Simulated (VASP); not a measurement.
Here is a VASP 6.6.1 calculation.

File run.py:

```python
from ase.calculators.vasp import Vasp
from ase.dft.bandgap import bandgap
from ase.io import read

atoms = read('Zr.xyz')
calc = Vasp(
    directory='calc',
    xc='rpbe',
    pp='PBE',
    setups='gw',
    prec='Accurate',
    encut=550,
    ediff=1e-06,
    ismear=0,
    sigma=0.1,
    lreal=False,
    lasph=True,
    nelm=60,
    algo='Fast',
    isif=2,
    lwave=False,
    lcharg=False,
    kpts=[9, 9, 5],
    gamma=True,
    nbands=19,
)
atoms.calc = calc

print('energy (eV):', atoms.get_potential_energy())
print('free energy (eV):', atoms.get_potential_energy(force_consistent=True))
print('forces (eV/A):')
print(atoms.get_forces())
print('stress (eV/A^3, Voigt):', atoms.get_stress())
print('Fermi level (eV):', calc.get_fermi_level())
gap, top, bottom = bandgap(calc)
print('band gap (eV):', gap, 'from (spin, k, band)', top, 'to', bottom)
```

Contents of Zr.xyz:

```xyz
2
Lattice="3.2320000000 0.0000000000 0.0000000000 -1.6160000000 2.7989941050 0.0000000000 0.0000000000 0.0000000000 5.1470000000" Properties=species:S:1:pos:R:3 pbc="T T T"
Zr     1.6160000002      0.9329980349      3.8602500000
Zr    -0.0000000002      1.8659960701      1.2867500000
```

Potentials or basis: VASP PAW PBE potentials, release 64 (Zr_sv_GW).

Run with:

```console
$ python run.py
```

Question: What does it give for the pressure?

Answer: 2.1 GPa.

Question: Estimate the band gap on the k mesh.

Answer: None (metal or under the smearing width).

Stress tensor (GPa, compression positive):
```
1.77 0.00 0.00
0.00 1.77 0.00
0.00 0.00 2.69
```

Caveat: the PAW data sets were made with another functional, which shifts forces and pressure a little.
